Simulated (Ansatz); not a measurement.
CoO:

```
Co O
1.0
     0.00000    2.13150    2.13150
     2.13150    0.00000    2.13150
     2.13150    2.13150    0.00000
Co O
1 1
Direct
  0.00000 0.00000 0.00000
  0.50000 0.50000 0.50000
```

| Quantity | Value |
| --- | --- |
| Program | Ansatz 0.2.0 |
| Task | relaxation of cell and atoms |
| Functional | PBEsol |
| Dispersion | D3(BJ)-ATM |
| Potentials or basis | Ansatz PAW |
| Cutoff | 420 eV (not typed: the program's choice for these potentials) |
| k mesh | 11 × 11 × 11 |
| Occupations | fermi-dirac, width 0.05 eV |
| Spin | collinear spin, ferromagnetic start |
| Starting moments | [2.0, 0.0] μB |

At the start: volume 9.68 Å³/atom.

Task: Where does the relaxation end?

Result: It ends after 9 steps and the volume is 9.61 Å³/atom (-0.8 %); space group Fm-3m (No. 225, to 0.05 Å); moment 2.94 μB per cell.

Step by step:
| step | energy change (eV) | largest force (eV/Å) | volume (Å³) |
| --- | --- | --- | --- |
| 1 | 0.0000 | 0.0000 | 19.37 |
| 2 | -0.0092 | 0.0000 | 19.18 |
| 3 | -0.0102 | 0.0000 | 19.23 |
| 4 | -0.0105 | 0.0000 | 19.22 |
| 5 | -0.0106 | 0.0000 | 19.21 |
| 6 | -0.0106 | 0.0000 | 19.22 |
| 7 | -0.0099 | 0.0000 | 19.22 |
| 8 | -0.0099 | 0.0000 | 19.21 |
| 9 | -0.0099 | 0.0000 | 19.21 |

Final structure:
```cif
data_structure
_symmetry_space_group_name_H-M 'P 1'
_symmetry_Int_Tables_number 1
_cell_length_a 3.0064
_cell_length_b 3.0064
_cell_length_c 3.0064
_cell_angle_alpha 60.000
_cell_angle_beta 60.000
_cell_angle_gamma 60.000
_cell_volume 19.21
loop_
_atom_site_label
_atom_site_type_symbol
_atom_site_fract_x
_atom_site_fract_y
_atom_site_fract_z
_atom_site_occupancy
Co1 Co 0.00000 0.00000 0.00000 1
O1 O 0.50000 0.50000 0.50000 1
```

Caveat: the plane-wave basis is chosen anew once the cell has moved, so the energies of steps on either side of that aren't comparable; the pressure holds a Pulay correction of +0.8 GPa for the finite cutoff; a cell with one magnetic atom can't hold antiferromagnetic order, which such compounds often take; pairwise dispersion overbinds metals, which lowers pressure and volume; the PAW data sets come from PBE, with cores solved anew for the run's functional, which leaves a small shift of forces and pressure.
